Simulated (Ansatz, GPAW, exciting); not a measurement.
## BAs: programs and potentials compared

```
CELL_PARAMETERS angstrom
0.00000 2.38850 2.38850
2.38850 0.00000 2.38850
2.38850 2.38850 0.00000
ATOMIC_POSITIONS crystal
As 0.25000 0.25000 0.25000
B 0.00000 0.00000 0.00000
```

Alike in all runs: task single point; functional LDA; k mesh 10 × 10 × 10; occupations gaussian, width 0.1 eV; no spin polarisation; no spin-orbit coupling. LDA stands for any of its common fits. Pressure is positive in compression and, in plane waves, holds the error of the finite cutoff, which Ansatz's Pulay term estimates and takes out.

| program and potentials | plane-wave cutoff (eV) | notes | band gap (eV) | pressure (GPa) |
| --- | --- | --- | --- | --- |
| Ansatz, Ansatz PAW | 420 | potentials made for PBE, which Ansatz adapts in part; 9 valence electrons an atom on average; Pulay term of +0.11 GPa included | 1.13 | -3.93 |
| GPAW, the program's PAW data sets (release 1.2.1) made for this functional | 800 | 4 valence electrons an atom on average | 1.13 | -3.45 |
| exciting, all-electron LAPW+lo, shipped species files, valence relativity iora* | - | - | 1.13 | - |

All agree on the band gap. The pressure spans -3.93 (Ansatz, Ansatz PAW) to -3.45 GPa (GPAW, the program's PAW data sets (release 1.2.1) made for this functional). Spin-orbit coupling, left out here, moves the band edges of heavy atoms. The gap is indirect and read on the mesh alone.

Differences between rows come from potentials, basis sets and numerical settings, since the functional is the same but for its coding. Runs on potential files found faulty are left out.
